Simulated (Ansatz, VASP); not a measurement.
# Two plane-wave programs on BAs

```
B As
1.0
    -3.29672    3.29672    3.29672
     3.29672   -3.29672    3.29672
     3.29672    3.29672   -3.29672
B As
4 4
Direct
  0.31647 0.31647 0.31647
  0.00000 0.00000 0.68353
  0.00000 0.68353 0.00000
  0.68353 0.00000 0.00000
  0.67213 0.67213 0.67213
  0.00000 0.00000 0.32787
  0.00000 0.32787 0.00000
  0.32787 0.00000 0.00000
```

Alike in both runs: functional PBE; k mesh 4 × 4 × 4; occupations gaussian, width 0.1 eV; no spin polarisation.

Ansatz relaxed the structure, and its values are those at the end. VASP's run is a single point on that final structure, the one shown.

|  | VASP | Ansatz |
| --- | --- | --- |
| version | VASP 6.6.1 | Ansatz 0.2.0 |
| potentials or method | VASP PAW PBE potentials, release 64 (B, As) | scalar-relativistic, plane waves, PAW |
| plane-wave cutoff (eV) | 520 | 420 |
| valence electrons in the cell | 32 | 72 |

```csv
,VASP,Ansatz,Ansatz less VASP
gap on the k mesh at the Fermi level (eV),1.07,1.08,+0.008
least direct gap on the mesh (eV),1.07,1.08,+0.008
pressure (GPa),0.5,0.1,-0.44
rms of the force components (eV/Å),0.020,0.013,-0.0069
```

The two sets of potentials don't hold the same shells in valence.

A k mesh can miss the band edges.
